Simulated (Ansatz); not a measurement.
## Convergence test, TiAl2

These are results of Ansatz 0.2.0, DFT r2SCAN, scalar-relativistic, plane waves, PAW, not measurements.

```
Ti Al
1.0
     1.97955   -6.04720    0.00000
     1.97955    6.04720    0.00000
     0.00000    0.00000    4.03150
Ti Al
2 4
Direct
  0.64900 0.35100 0.00000
  0.35100 0.64900 0.00000
  0.00000 0.00000 0.00000
  0.82400 0.17600 0.50000
  0.17600 0.82400 0.50000
  0.50000 0.50000 0.50000
```

```json
{
  "plane-wave cutoff": "500 eV",
  "Γ-centred k-mesh": "5×5×5",
  "spin treatment": "unpolarised"
}
```

The atoms are held and the smearing width on a coarse mesh is swept. Energies are extrapolated to zero smearing and count from the reference run, 10×10×10 Γ-centred mesh, Gaussian smearing 0.1 eV. The cell isn't necessarily relaxed at this level. Pressure is positive in compression.

```
rule, width (eV)  ΔE (meV/atom)  ΔF, free energy (meV/atom) P (GPa) largest change of a force component (eV/Å)
   Gaussian 0.01           2.63                        3.52    -1.79                                       0.052
   Gaussian 0.05           2.61                        3.27    -1.79                                       0.043
    Gaussian 0.1           2.62                        2.57    -1.79                                       0.039
    Gaussian 0.2           3.00                       -0.58    -1.75                                       0.032
    Gaussian 0.4           3.44                       -14.8    -1.63                                       0.017
```

Cost: 5 runs of about 1.3 core-minutes in all, on AMD EPYC 7R43 (Zen 3) (shared hosts).